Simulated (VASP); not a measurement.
The system is Ta.

```
Ta
1.0
     2.90037    0.00000    0.00000
    -1.45019    2.51180    0.00000
     0.00000    0.00000    5.16627
Ta
2
Direct
  0.33333 0.66667 0.25000
  0.66667 0.33333 0.75000
```

This isn't the form of Ta at room conditions, which is bcc.

```yaml
Program: VASP 6.6.1
Task: relaxation of cell and atoms
Functional: LDA
Potentials_or_basis: VASP PAW LDA potentials, release 64 (Ta_pv)
Cutoff: 600 eV
k_mesh: 10 × 10 × 4
Occupations: fermi-dirac, width 0.05 eV
Spin: no spin polarisation
```

At the start: pressure -11.1 GPa; volume 18.82 Å³/atom.

**Question.** Where does the relaxation end?

**Answer.** Over 9 steps the energy falls by 39.3 meV/atom and the volume is 17.76 Å³/atom (-5.6 %); space group P6_3/mmc (No. 194, to 0.05 Å).

Step by step:
```
step  energy change (eV)  largest force (eV/Å)  pressure (GPa)  volume (Å³)
   1              0.0000                0.0000          -11.09        37.64
   2              0.3979                0.0000           37.09        30.97
   3             -0.0781                0.0000           -0.68        35.61
   4             -0.0784                0.0000            0.01        35.51
   5             -0.0783                0.0000            0.25        35.47
   6             -0.0784                0.0000           -0.48        35.59
   7             -0.0785                0.0000           -0.18        35.54
   8             -0.0785                0.0000            0.09        35.49
   9             -0.0785                0.0000           -0.02        35.51
```

Final structure:
```yaml
crystal:
  lattice:
    - [2.83815, 0.00000, 0.00000]
    - [-1.41907, 2.45791, 0.00000]
    - [0.00000, 0.00000, 5.09095]
  atoms:
    - { symbol: Ta, position: [0.33333, 0.66667, 0.25000] }
    - { symbol: Ta, position: [0.66667, 0.33333, 0.75000] }
```
